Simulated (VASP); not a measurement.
## A VASP 6.6.1 single-point calculation on KBr

INCAR

```
LWAVE = .FALSE.
EDIFF = 1E-7
LREAL = .FALSE.
ENCUT = 520
NBANDS = 15
IBRION = -1
LASPH = .TRUE.
SIGMA = 0.02
GGA = PE
PREC = Accurate
ISIF = 2
NSW = 0
LCHARG = .FALSE.
IVDW = 20
NELM = 65
ISMEAR = -1
```

KPOINTS

```
KPOINTS created by Atomic Simulation Environment
0
Gamma
6 6 6
0 0 0
```

POSCAR

```
K  Br
 1.0000000000000000
     0.0000000000000000    3.8358312660000000    3.8358312660000000
     3.8358312660000000    0.0000000000000000    3.8358312660000000
     3.8358312660000000    3.8358312660000000    0.0000000000000000
 K   Br
   1   1
Cartesian
  0.0000000000000000  0.0000000000000000  0.0000000000000000
  1.9179156330000000  1.9179156330000000  1.9179156330000000
```

The recommended PBE PAW datasets give the neutral cell 16 valence electrons.

Command

```
mpirun -np 1 vasp_std
```

Problem. Predict the outcome of this run.

Solution. It converged. Results: gap between bands v and c on the k mesh 4.08 eV; least direct gap on the k mesh 4.08 eV; pressure -1.4 GPa. Band v is the last that the valence electrons fill when counted band by band, and c is the next.

OSZICAR

```
N       E                     dE             d eps       ncg     rms          rms(c)
DAV:   1     0.995219490902E+02    0.99522E+02   -0.61411E+03   480   0.872E+02
DAV:   2     0.208206103931E+01   -0.97440E+02   -0.89574E+02   606   0.205E+02
DAV:   3    -0.600634976873E+01   -0.80884E+01   -0.80459E+01   648   0.536E+01
DAV:   4    -0.637939506284E+01   -0.37305E+00   -0.37293E+00   822   0.101E+01
DAV:   5    -0.638067739915E+01   -0.12823E-02   -0.12823E-02   669   0.660E-01    0.276E+00
DAV:   6    -0.603509829683E+01    0.34558E+00   -0.45171E-01   634   0.265E+00    0.189E+00
DAV:   7    -0.598952417032E+01    0.45574E-01   -0.21956E-01   690   0.212E+00    0.100E+00
DAV:   8    -0.601153836724E+01   -0.22014E-01   -0.27485E-02   635   0.101E+00    0.187E-01
DAV:   9    -0.601410560781E+01   -0.25672E-02   -0.20090E-03   648   0.247E-01    0.134E-01
DAV:  10    -0.601630694720E+01   -0.22013E-02   -0.15767E-03   494   0.224E-01    0.269E-02
DAV:  11    -0.601635299966E+01   -0.46052E-04   -0.10276E-04   579   0.635E-02    0.998E-03
DAV:  12    -0.601637466308E+01   -0.21663E-04   -0.27913E-05   501   0.392E-02    0.910E-03
DAV:  13    -0.601637468971E+01   -0.26630E-07   -0.86227E-07   676   0.450E-03
   1 F= -.65590743E+01 E0= -.65590743E+01  d E =-.915644E-13
```

For comparison, a separate PBE run of the intended cell, on usual settings and not on those above, gives a gap of 4.08 eV on its mesh and a pressure of -0.7 GPa.
